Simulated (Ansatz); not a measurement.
## BN: strain and displacement

```
B N
1.0
     0.00000    1.80750    1.80750
     1.80750    0.00000    1.80750
     1.80750    1.80750    0.00000
B N
1 1
Direct
  0.00000 0.00000 0.00000
  0.75000 0.75000 0.75000
```

Atom numbers follow the list: B1, N2.

The cell comes from COD entry 9008834, which wasn't checked; take it as a given geometry.

These are results of DFT, PBEsol, all-electron LAPW, scalar-relativistic (Ansatz 0.2.0), not measurements.

Numerical set-up: a Γ-centred 13×13×13 k mesh, Fermi–Dirac smearing of 0.03 eV, basis error target 1 meV/atom, no spin polarisation.

The unchanged cell is at -2.93 GPa.

Semilocal functionals give too small gaps.

x, y and z are the Cartesian axes of the cell as listed; fractional coordinates follow a strain, and an engineering shear is twice the off-diagonal strain component.

(1) One change gave: energy change +2 meV/atom; stress change (xx, yy, zz, yz, xz, xy) 0.14, 0.14, 0.14, -4.46, -4.46, -4.46 GPa, compression positive; change of the force on N2 (0.014, 0.014, 0.014) eV/Å; gap on the k mesh 4.36 → 4.33 eV. Which change was it?
A. equal xy, yz and zx engineering shear strains of -2 %
B. equal xy, yz and zx engineering shear strains of +1 %
C. equal xy, yz and zx engineering shear strains of -1 %
D. equal xy, yz and zx engineering shear strains of -3 %
E. equal xy, yz and zx engineering shear strains of +3 %
F. equal xy, yz and zx engineering shear strains of +2 %

## Answers

(1) B. For equal xy, yz and zx engineering shear strains of -3 %: energy change +23 meV/atom; stress change (xx, yy, zz, yz, xz, xy) 1.29, 1.29, 1.29, 13.97, 13.97, 13.97 GPa, compression positive; change of the force on N2 (-0.125, -0.125, -0.125) eV/Å; gap on the k mesh 4.36 → 4.23 eV. For equal xy, yz and zx engineering shear strains of -1 %: energy change +2 meV/atom; stress change (xx, yy, zz, yz, xz, xy) 0.14, 0.14, 0.14, 4.55, 4.55, 4.55 GPa, compression positive; change of the force on N2 (-0.027, -0.027, -0.027) eV/Å; gap on the k mesh 4.36 → 4.32 eV. For equal xy, yz and zx engineering shear strains of +2 %: energy change +10 meV/atom; stress change (xx, yy, zz, yz, xz, xy) 0.54, 0.54, 0.54, -8.83, -8.83, -8.83 GPa, compression positive; change of the force on N2 (0.016, 0.016, 0.016) eV/Å; gap on the k mesh 4.36 → 4.29 eV. For equal xy, yz and zx engineering shear strains of -2 %: energy change +10 meV/atom; stress change (xx, yy, zz, yz, xz, xy) 0.57, 0.57, 0.57, 9.21, 9.21, 9.21 GPa, compression positive; change of the force on N2 (-0.068, -0.068, -0.068) eV/Å; gap on the k mesh 4.36 → 4.28 eV. For equal xy, yz and zx engineering shear strains of +3 %: energy change +22 meV/atom; stress change (xx, yy, zz, yz, xz, xy) 1.20, 1.20, 1.20, -13.12, -13.12, -13.12 GPa, compression positive; gap on the k mesh 4.36 → 4.24 eV.
